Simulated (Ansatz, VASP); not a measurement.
Two plane-wave programs on Sn

```
CELL_PARAMETERS angstrom
-1.81887 1.81887 1.74308
1.81887 -1.81887 1.74308
1.81887 1.81887 -1.74308
ATOMIC_POSITIONS crystal
Sn 0.00000 0.00000 0.00000
```

Change from the starting cell: strain -0.040 along x and y, -0.080 along z, atoms carried along.

Alike in both runs: task single point; functional PBEsol; dispersion D3(BJ); k mesh 18 × 18 × 18; occupations gaussian, width 0.15 eV; no spin polarisation.

|  | VASP | Ansatz |
| --- | --- | --- |
| version | VASP 6.6.1 | Ansatz 0.2.0 |
| potentials or method | VASP PAW PBE potentials, release 64 (Sn_d) | scalar-relativistic, plane waves, PAW |
| plane-wave cutoff (eV) | 520 | 420 |
| valence electrons in the cell | 14 | 14 |

|  | VASP | Ansatz | Ansatz less VASP |
| --- | --- | --- | --- |
| gap on the k mesh at the Fermi level (eV) | none | none | - |
| pressure (GPa) | 6.1 | 6.1 | +0.03 |
| largest component of the traceless stress (GPa) | 0.65 | 0.65 | 0.000 |

A gap of «none» marks a metal or a gap that the smearing closes.

Caveats: the PAW data sets were made with another functional, which shifts forces and pressure a little (VASP); pairwise dispersion overbinds metals, which lowers pressure and volume.
